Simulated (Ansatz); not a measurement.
Calculated with Ansatz (gas phase, PBE0-D4/def2-TZVP geometries, no zero-point term in ΔE). CBS: MP2 limit from def2 TZ/QZ plus the TZ coupled-cluster correction, frozen cores. Functionals use def2-TZVPP. HSE06 is defined as in plane-wave codes. One conformer a species, not always the lowest.

Consider the substitution at a C–Si bond: `C[SiH2]C(N)=O` + `Oc1ccccc1` → `COc1ccccc1` + `NC(=O)[SiH3]`.

```tsv
level	ΔE (eV)
LDA (SPW92)	0.90
BLYP-D4	0.86
r2SCAN-D4	0.96
HSE06	0.96
CAM-B3LYP	0.89
LC-ωPBE	0.98
MP2/def2-SVP	0.83
MP2/CBS(def2)	1.00
```

(1) What does CCSD(T)/CBS give? (Estimate.)

Largest T1 diagnostic among the species: 0.016.

## Answers

(1) Computed: +0.95 eV. The listed levels differ from it by -0.05, -0.09, 0.01, 0.01, -0.06, 0.03, -0.12, 0.05 eV.

Leaving LDA and LC-ωPBE aside and taking each functional with its dispersion term where it has one, the values, not all of them listed here, spread over 0.12 eV, from BLYP-D4 to r2SCAN0-D4. LDA lies −0.03 eV from PBE without D4. In def2-TZVPP, CCSD(T) changes the Hartree–Fock value by +0.06 eV (the triples alone add −0.00 eV) and MP2 by +0.11 eV.

CCSD(T)/CBS has its own doubt, a few kJ/mol and more with outer-core shells, so smaller differences from it don't rank the levels.
